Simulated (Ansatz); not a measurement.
Input for Ansatz (plane-wave DFT, PAW):

```yaml
crystal:
  lattice:
    - [-1.2855893151, 1.2855893151, 1.2855893151]
    - [1.2855893151, -1.2855893151, 1.2855893151]
    - [1.2855893151, 1.2855893151, -1.2855893151]
  atoms:
    - { symbol: Be, position: [0.0, 0.0, 0.0] }
basis:
  ecutwfc: 420
kpoints:
  mp_grid: { grid: [24, 24, 24] }
hamiltonian:
  xc: pbesol
scf:
  occupations: { method: gaussian, width: 0.1 }
output:
  forces: true
  stress: true
  eigenvalues: true
```

Launched with
```bash
ansatz run input.yaml --threads 1 --pin off --max-ram 1331MiB --backend cpu --events-out ev --progress --plain --runs-dir out
```

Theory: Ansatz, DFT PBEsol, scalar-relativistic, plane waves, PAW.

Part of what the program printed, abridged:

```
Pseudopotentials: kind: paw
Pseudopotential: Be, paw, valence charge 2, recommended cutoff 420 eV (normal)
Functional definition: PBEsol
Crystal: 1 atom, lattice volume = 8.499 Å³
Basis set: ecut = 420 eV, 177 PW (Γ), exchange–correlation on 30×30×30 points (8 copies of the dense FFT grid, shifted against one another)
Bands: 5, of which v1, the nominal top of the filled ones, is band 1 counted from 1 (0 counted from 0)
Symmetry: 48 space group operations
Space group: Im-3m (ITA 229), of the structure as read, at distance tolerance 2.0e-5 Å
k-points: 413 of 13824
Initial density: superposition of atomic densities (neutral atoms: chi_scale 0, normalization atom), corrected by the library's trained network
Initial wavefunctions: pseudopotential atomic-orbital guess
Functional: x = pbesol(κ = 0.804, μ = 0.12345679), c = pbesol(β = 0.046)
SCF iter   1: F=—  HF=-90.226852 eV  |F-HF|=—  |Δ(HF+E_count)|=         —  Δρ=6.75e-4  dr2=2.27e-5  ethr=1.77e-3  ⟨swp⟩=4.8  Hψ=19323  notcnv=0
SCF iter   2: F=—  HF=-90.226850 eV  |F-HF|=—  |Δ(HF+E_count)|=   2.00e-6  Δρ=3.15e-4  dr2=4.75e-6  ethr=1.13e-6  ⟨swp⟩=1.8  Hψ=5717  notcnv=0
SCF iter   3: F=-90.226834 eV  HF=-90.226834 eV  |F-HF|=2.27e-9  |Δ(HF+E_count)|=   1.56e-5  Δρ=1.35e-5  dr2=8.80e-9  ethr=2.38e-7  ⟨swp⟩=2.0  Hψ=2623  notcnv=0
SCF iter   4: F=-90.226834 eV  HF=-90.226834 eV  |F-HF|=1.01e-10  |Δ(HF+E_count)|=   2.10e-9  Δρ=8.73e-7  dr2=2.44e-11  ethr=4.40e-10  ⟨swp⟩=1.0  Hψ=2218  notcnv=0
SCF iter   5: F=-90.226834 eV  HF=-90.226834 eV  |F-HF|=3.41e-13  |Δ(HF+E_count)|=  9.60e-11  Δρ=1.63e-7  dr2=6.29e-13  ethr=1.22e-12  ⟨swp⟩=2.0  Hψ=2638  notcnv=0
SCF iter   6: F=-90.226834 eV  HF=-90.226834 eV  |F-HF|=1.42e-14  |Δ(HF+E_count)|=  4.12e-13  Δρ=2.06e-9  dr2=1.28e-16  ethr=1.00e-12  ⟨swp⟩=1.0  Hψ=5100  notcnv=0
SCF 1 converged in 6 iterations: F = -90.226834 eV  dr2 = 1.28e-16
SCF converged after 6 iterations
Free energy (F): -90.226834 eV
Harris-Foulkes:  -90.226834 eV  (|F-HF|=1.42e-14)
Internal energy: -90.225728 eV  (E = F + TS)
E sigma→0 (E₀):  -90.226281 eV
Entropy (-TS):   -0.001106 eV (-1.106 meV/atom)
Fermi energy:    8.380860 eV
--- Per-component energies (eV) ---
  E_band       = 5.307130
  E_kinetic    = 20.225716
  E_local      = 2.663830  (includes V_loc(G=0)·N_el)
  E_nonlocal   = 4.111870
  E_hartree    = 0.015509
  E_xc         = -19.349055
  E_vxc        = -20.448454  (∫ρ·V_xc dr)
  E_paw        = -57.140755  (= ΣΔE_a)
  E_vpaw       = -1.276849  (= ΣTr[D̂ρ^β])
  E_aug_tail   = -0.000001  (compensation charges beyond the density's cutoff)
  E_ewald      = -40.762373
  E_core_change = 0.009531  (= ΣΔE_core)
  E_smearing   = -0.001106  (= −TS)
--- Forces (eV/Å), atoms counted from 1 ---
  atom   1  Be     0.00000000     0.00000000     0.00000000
--- Stress (GPa, compression-positive) ---
       -9.910478       0.000000       0.000000
        0.000000      -9.910478       0.000000
        0.000000       0.000000      -9.910478
  P = ⅓ Tr σ = -9.9105 GPa (-99.105 kbar)
--- Band table (eV; the first three rows and the last of 413) ---
  k-point 0: bands = ["-3.4882", "26.4360", "26.4360", "26.4360", "37.4421"]
  k-point 1: bands = ["-3.4292", "26.1563", "26.2029", "26.3707", "36.6648"]
  k-point 2: bands = ["-3.2521", "25.2989", "25.5894", "26.1783", "34.9841"]
  k-point 412: bands = ["11.9958", "11.9958", "11.9958", "17.7160", "17.7160"]
```

The calculation finished and met its thresholds.